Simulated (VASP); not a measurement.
A run of VASP 6.6.1 is set up as follows.

File INCAR:

```
SYSTEM = Li15S8
PREC = Accurate
ENCUT = 520
EDIFF = 1E-6
ISMEAR = 0
SIGMA = 0.02
LREAL = Auto
LASPH = .TRUE.
NELM = 100
ALGO = Normal
ISIF = 2
LWAVE = .FALSE.
LCHARG = .FALSE.
GGA = PE
NELECT = 94.0
NBANDS = 64
```

KPOINTS

```
Automatic mesh
0
G
  2 2 2
  0 0 0
```

The input POSCAR:

```
Li15S8
1.0
    0.0000000000      5.7056319347     -5.7056319347
    5.7056319347      5.7056319347      0.0000000000
    5.7056319347      0.0000000000     -5.7056319347
Li S
15 8
Direct
    0.2884270347      0.4615729739      0.2884270347
    0.3737779661      0.8762220482      0.3737779661
    0.8781700357      0.3844676672      0.3699181833
    0.8781701234      0.8674440547      0.3699180957
    0.3699181833      0.3844676672      0.8781700357
    0.3699180957      0.8674440547      0.8781701234
    0.8808400292      0.3691599851      0.8808400292
    0.8887633409      0.8612366792      0.8887633409
    0.1262525358      0.1237474671      0.1262525358
    0.6288418252      0.1297109608      0.1243793866
    0.6288416500      0.6170678446      0.1243793866
    0.1243793866      0.1297109608      0.6288418252
    0.1243793866      0.6170678446      0.6288416500
    0.6157561582      0.1342438504      0.6157561582
    0.6188750940      0.6311249203      0.6188750940
   -0.0206612521      0.5001317177      0.5203976587
   -0.0015821210     -0.0006004593      0.5027828701
    0.4968773893      0.5058515048      0.4968773893
    0.4968773893      0.0003937338      0.4968773893
    0.0008319850      0.4926027532      1.0008319964
    0.0008319850      0.0057332825      1.0008319964
    0.5203976587      0.5001317177      0.9793387593
    0.5027827825     -0.0006003717      0.9984178028
```

Potentials or basis: VASP PAW PBE potentials, release 64 (Li_sv, S).

Command:

```sh
$ cat potpaw_PBE.64/Li_sv/POTCAR potpaw_PBE.64/S/POTCAR > POTCAR
$ mpirun -np 1 vasp_std > vasp.out
```

Predict the band gap on the k mesh.

3.21 eV, direct.

Predict the largest force.

0.354 eV/Å.

Forces on the atoms (eV/Å):
```
Li   0.000  0.000 -0.354
Li   0.000  0.000 -0.009
Li  -0.002  0.024  0.020
Li  -0.024  0.002  0.020
Li   0.024 -0.002  0.020
Li   0.002 -0.024  0.020
Li   0.000  0.000  0.046
Li   0.000  0.000 -0.018
Li   0.000  0.000  0.043
Li  -0.011  0.006  0.001
Li  -0.006  0.011  0.001
Li   0.006 -0.011  0.001
Li   0.011 -0.006  0.001
Li   0.000  0.000  0.008
Li   0.000  0.000 -0.025
S    0.020 -0.020  0.043
S    0.000  0.000  0.015
S   -0.037 -0.037  0.050
S    0.037  0.037  0.050
S    0.018  0.018  0.005
S   -0.018 -0.018  0.005
S   -0.020  0.020  0.043
S    0.000  0.000  0.015
```

Caveat: the k mesh is coarse (spacing up to 0.48 Å⁻¹), so the values aren't converged; the cell carries a net charge on a neutralising background, which shifts energy and pressure; the cell is charged against a uniform background, so pressure and absolute levels hang on convention. A hybrid or GW would open this gap; PBE tends to underestimate it.
